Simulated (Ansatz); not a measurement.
The system is TaN.

```xyz
2
Lattice="0.0000 2.4911 2.4911 2.4911 0.0000 2.4911 2.4911 2.4911 0.0000" Properties=species:S:1:pos:R:3 pbc="T T T"
Ta    0.0000    0.0000    0.0000
N     1.2456    1.2456    1.2456
```

The cell comes from a database or a generator and needn't be the stable form of this composition.

Base run:

| Quantity | Value |
| --- | --- |
| Program | Ansatz 0.2.0 |
| Functional | PBE |
| Potentials or basis | Ansatz PAW |
| Cutoff | 300 eV |
| Density cutoff | 1200 eV |
| k mesh | 9 × 9 × 9 |
| Occupations | fermi-dirac, width 0.05 eV |
| Spin | no spin polarisation |

Its results: band gap on the k mesh none (metal or under the smearing width); pressure -25.4 GPa.

Question: After a change of settings the same cell gave: band gap on the k mesh none (metal or under the smearing width); pressure -25.0 GPa. Which change was it?
A. functional from PBE to LDA; cutoff from 300 eV to 420 eV (not typed: the program's choice for these potentials)
B. functional from PBE to r2SCAN; cutoff from 300 eV to 500 eV (not typed: the program's choice for these potentials)
C. functional from PBE to PBEsol; cutoff from 300 eV to 420 eV (not typed: the program's choice for these potentials)
D. cutoff from 300 eV to 420 eV (not typed: the program's choice for these potentials); k mesh from 9 × 9 × 9 to 4 × 4 × 4

Answer: D.

Caveats: some runs use coarse meshes; so large a pressure means that the cell lies far from this level's equilibrium, or that cutoff or potentials fall short; the pressure holds a Pulay correction of +8.3 GPa for the finite cutoff (some runs); the cutoff lies under the one recommended for these potentials (some runs).
